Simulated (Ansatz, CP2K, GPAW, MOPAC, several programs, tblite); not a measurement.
## Many methods on one cell: BaTe (CsCl type)

BaTe in the CsCl-type structure, relaxed with r2SCAN in Ansatz, was computed with several methods. The symmetry is Pm-3m (No. 221, cubic); conventional cell a = 4.245 Å, 38.24 Å³ an atom. Around Ba lie 8 Te at 3.68 Å; around Te lie 8 Ba at 3.68 Å. All values are calculated for a non-magnetic cell, which may be hypothetical.

```yaml
crystal:
  lattice:
    - [4.24482, 0.00000, 0.00000]
    - [0.00000, 4.24482, 0.00000]
    - [0.00000, 0.00000, 4.24482]
  atoms:
    - { symbol: Ba, position: [0.00000, 0.00000, 0.00000] }
    - { symbol: Te, position: [0.50000, 0.50000, 0.50000] }
```

Gaps and times are for a single point on this cell; volume and bulk modulus come from each method's own relaxation or energy curve at fixed shape. Times are rough, from shared hosts (Arm Neoverse V1), and each method has its own mesh and cell size. A dagger marks a closed or tiny gap in a crystal that DFT finds insulating: a failure of the method or a wrong SCF state. PM7 (MOPAC) and PM6 (MOPAC): levels, charges or heat of formation failed a check of plausibility, so no values are given. PM6 (MOPAC), PM7 (MOPAC), GFN2-xTB (tblite) treat a cluster of cells at its zone centre, which samples few k points: where these miss a band edge, the gap comes out too large for that reason alone. Gaps from k meshes are read at a limited set of points (mesh, symmetry points, PBE's band edges), so each method's own least gap may be somewhat smaller. xTB and the PM methods were fitted mostly to molecules, and can miss a solid's gap by electronvolts. Minimal bases can be far off for gaps. GLLB-SC's gap includes the derivative discontinuity. d marks a direct gap, i an indirect one (no mark: not told apart), a dash a value that wasn't computed or didn't pass its checks.

| method | kind | gap (eV) | own volume (Å³/atom) | bulk modulus (GPa) | atoms computed | processor time |
| --- | --- | --- | --- | --- | --- | --- |
| PM7 (MOPAC) | semi-empirical | – | – | – | 16 | 0.31 s |
| light PBE (260 eV and a coarse mesh) | light plane-wave | 0.65 i | – | – | 2 | 0.75 s |
| PM6 (MOPAC) | semi-empirical | – | – | – | 16 | 1.6 s |
| GFN2-xTB (tblite) | tight binding | 0.00† | – | – | 16 | 2 s |
| PBE | semilocal | 0.86 i | 38.24 | 32 | 2 | 2.4 s |
| PBE/SZV (CP2K) | small basis | 0.54 d | – | – | 2 | 4.2 s |
| r2SCAN | semilocal | 1.20 i | 38.24 | 34 | 2 | 5.6 s |
| PBE/DZVP (CP2K) | small basis | 0.90 d | 39.54 | 32 | 2 | 8.3 s |
| GLLB-SC (GPAW) | model potential | 2.18 | – | – | 2 | 8.7 s |
| PBE/single zeta (GPAW) | small basis | 0.70 i | – | – | 2 | 17 s |

Against r2SCAN (1.20 eV) and with closed or daggered gaps left aside, the nearest gap at the points sampled is that of PBE/DZVP (CP2K) (-0.30 eV) and the farthest that of GLLB-SC (GPAW) (+0.98 eV). r2SCAN is only a yardstick of convenience: semilocal gaps usually lie below measured ones, which GLLB-SC and hybrids aim to mend.

Volumes against r2SCAN's: PBE 0.0 %, PBE/DZVP (CP2K) +3.4 %.

Runs without a result: GFN1-xTB (tblite) (single point).

Spin-orbit coupling is left out, which matters wherever the heavy atoms make up the band edges.
